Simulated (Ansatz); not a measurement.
AgI, one cell by several methods

```
Ag I
1.0
     4.68574    0.00000    0.00000
    -2.34287    4.05797    0.00000
     0.00000    0.00000    7.66648
Ag I
2 2
Cartesian
  0.0000 2.7053 0.0046
  2.3429 1.3527 3.8379
  0.0000 2.7053 2.8780
  2.3429 1.3527 6.7112
```

Atom numbers follow the list: Ag1, Ag2, I3, I4.

The cell was built from the wurtzite type and relaxed in the same program, and has space group P6_3mc; it needn't be a known or the stable phase.

Spin–orbit coupling is left out, though it moves levels of the heavy atoms by tenths of an eV or more.

Methods: DFT, PBE, PAW with Ansatz's default frozen-core files, scalar-relativistic (Ansatz 0.2.0); DFT, PBE, all-electron PAW with datasets made for the crystal, scalar-relativistic (Ansatz 0.2.0); DFT, PBE, all-electron LAPW, scalar-relativistic (Ansatz 0.2.0).

For PAW: a Γ-centred 10×10×6 k mesh, Fermi–Dirac smearing of 0.05 eV, cutoff 420 eV, no spin polarisation. The crystal-made all-electron datasets (AE datasets) take a cutoff of 240 eV at this cell. LAPW targets a basis error of 0.5 meV/atom. The Ansatz runs share mesh, smearing and spin set-up. Plane-wave (PAW) pressures include the program's estimate of the Pulay term.

Stress and pressure are positive in compression.

No spin–orbit coupling: at heavy atoms the gradients can be off by tens of per cent for that reason.

Levels count from the top of the valence band.

```
                            quantity     PAW  AE datasets    LAPW
                      pressure (GPa)   -0.02        -0.01   -0.01
                       band gap (eV)   1.366        1.367   1.367
      highest filled level at A (eV)  -0.325       -0.324  -0.324
        lowest empty level at A (eV)   2.635        2.635   2.635
      highest filled level at K (eV)  -1.169       -1.169  -1.169
        lowest empty level at K (eV)   4.373        4.374   4.374
      highest filled level at L (eV)  -1.107       -1.106  -1.106
        lowest empty level at L (eV)   3.300        3.301   3.301
field gradient Vzz at I3 (10²¹ V/m²)    0.40         0.40       –
```

PAW's pressure differs from the LAPW value by about 0.01 GPa or less.
